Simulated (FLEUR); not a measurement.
Runs of FLEUR MaX-R8.1 (later development tree) on CuO (Tenorite). It takes space group C2/c (No. 15, monoclinic). Conventional cell: a = 4.684 Å, b = 3.423 Å, c = 5.129 Å, α = 90.00°, β = 99.54°, γ = 90.00°. Around Cu (site symmetry -1) lie 4 O at 1.95 to 1.96 Å. O (site symmetry 2) has 4 Cu at 1.95 to 1.96 Å as nearest neighbours. 

```csv
task,level,U,k mesh,gmax,muffin-tin radii,local orbitals a species,max iterations,mixing factor,kmax,gap on the mesh (eV),V0 of scaled cells (Å³/atom),B0 (GPa),largest force (eV/Å)
equation of state,r2SCAN,-,10 × 10 × 5,16.2 1/bohr,"Cu 1.88, O 1.43 bohr","Cu 5, O 3",-,-,5.21 1/bohr,-,10.07,186,-
single point,PBE,-,10 × 10 × 5,16.2 1/bohr,"Cu 1.88, O 1.43 bohr","Cu 5, O 3",60,0.05,5.21 1/bohr,none,-,-,(b)
single point,PBEsol,-,10 × 10 × 5,16.2 1/bohr,"Cu 1.88, O 1.43 bohr","Cu 5, O 3",60,0.05,5.21 1/bohr,none,-,-,0.36
single point,PBEsol+U,Cu d U = 5 eV,8 × 8 × 4,15.8 1/bohr,"Cu 1.92, O 1.46 bohr","Cu 4, O 3",100,0.05,5.1 1/bohr,none,-,-,-
equation of state,PBE,-,10 × 10 × 5,16.2 1/bohr,"Cu 1.88, O 1.43 bohr","Cu 5, O 3",-,-,5.21 1/bohr,-,10.47,162,-
single point,PBEsol+U,Cu d U = 6 eV,8 × 8 × 4,15.8 1/bohr,"Cu 1.92, O 1.46 bohr","Cu 4, O 3",100,0.05,5.1 1/bohr,none,-,-,-
equation of state,PBEsol,-,10 × 10 × 5,16.2 1/bohr,"Cu 1.88, O 1.43 bohr","Cu 5, O 3",-,-,5.21 1/bohr,-,(a),186,-
```

Alike in all rows: potentials or basis all-electron, FLAPW; no spin polarisation; cell as given; smearing fermi-dirac 0.05 eV.

**Question.** Estimate the missing entries.

**Answer.** (a) 9.98; (b) 0.26.

Caveats: the run has no spin polarisation, though such a crystal can be magnetic; the cell was scaled at fixed shape and fractional positions, which overstates the stiffness of a crystal with free parameters, most of all of layers and chains (some runs); semilocal functionals often make such compounds metallic where correlation or magnetic order opens a gap, which also shifts bond lengths (some runs); U without spin polarisation on a metal has little footing (some runs); the meta-GGA is that of a development version, with a GGA for the radial functions and cores and without core tails (some runs).

A k mesh can miss the band edges.

A gap of «none» marks a metal or a gap under the smearing width.

Not every run made on this cell is shown here.
